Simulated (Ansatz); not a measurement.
Stationary points along a deformation path in Al$_{2}$O$_{3}$

The calculation used DFT PBE+D3(BJ), scalar-relativistic, plane waves, PAW (Ansatz 0.2.0). Cutoff 420 eV, Γ-centred 12×12×4 k-points, Gaussian smearing of 0.05 eV. No spin polarisation. Energies are free energies at this smearing, counted from the undisturbed cell; pressure is positive in compression.

The undisturbed cell (relaxed at this level; this form isn't the usual structure):

```yaml
crystal:
  lattice:
    - [2.99632, 0.00000, 0.00000]
    - [-1.49816, 2.59489, 0.00000]
    - [0.00000, 0.00000, 7.44895]
  atoms:
    - { symbol: Al, position: [0.00000, 0.00000, 0.27529] }
    - { symbol: Al, position: [0.00000, 0.00000, 0.72471] }
    - { symbol: O, position: [0.33333, 0.66667, 0.19534] }
    - { symbol: O, position: [0.66667, 0.33333, 0.80466] }
    - { symbol: O, position: [0.00000, 0.00000, 0.50000] }
```

At fixed volume and fractional coordinates, lengths along (0.000, 0.000, 1.000) are scaled against those across it; ρ is that ratio over its starting value. V = 11.583 Å³/atom. Δσ is the stress along the axis less the mean stress across it (compression positive).

| ρ | ΔE (meV/atom) | Δσ (GPa) | space group |
| --- | --- | --- | --- |
| 0.800 | 692.6 | 140.02 | P-3m1 |
| 0.850 | 350.8 | 94.99 | P-3m1 |
| 0.920 | 87.2 | 44.69 | P-3m1 |
| 0.960 | 20.2 | 20.91 | P-3m1 |
| 1.000 | 0.0 | -0.03 | P-3m1 |
| 1.050 | 27.3 | -22.80 | P-3m1 |
| 1.100 | 100.7 | -42.32 | P-3m1 |
| 1.200 | 345.1 | -72.81 | P-3m1 |
| 1.300 | 665.0 | -91.47 | P-3m1 |

How does the stress give the slope of the energy, and where is the energy stationary?

Along the path d ln(length) is 2/3 d ln ρ on the axis and −1/3 d ln ρ across it, so dE/d ln ρ = −(2/3) V Δσ: the energy falls with ρ where Δσ is positive. Δσ vanishes or changes sign at ρ = 1.000 (P-3m1), a minimum at 0.0 meV/atom. Pairs of stationary points between two samples would go unseen, and could change a minimum read from distant neighbours into a maximum.

Integrate that slope from ρ = 1 to 0.850 by the trapezoid rule.

With V/N in Å³ and 1 eV/Å³ = 160.2 GPa the slopes at ρ = 1.000, 0.960, 0.920, 0.850 are 1, -1008, -2154, -4578 meV/atom per unit of ln ρ. The steps add 20.5 + 67.3 + 266.4 = 354.2 meV/atom, against 350.8 from the energies; the trapezoid rule misses the curvature of the slope within each step.

Forces appear on the atoms along this scan, and letting them relax would lower the energy and soften the response. The gap closes along the scan, which can put kinks into the curve.

Cost: 9 runs of about 0.53 core-minutes in all, on Arm Neoverse V2 (shared hosts).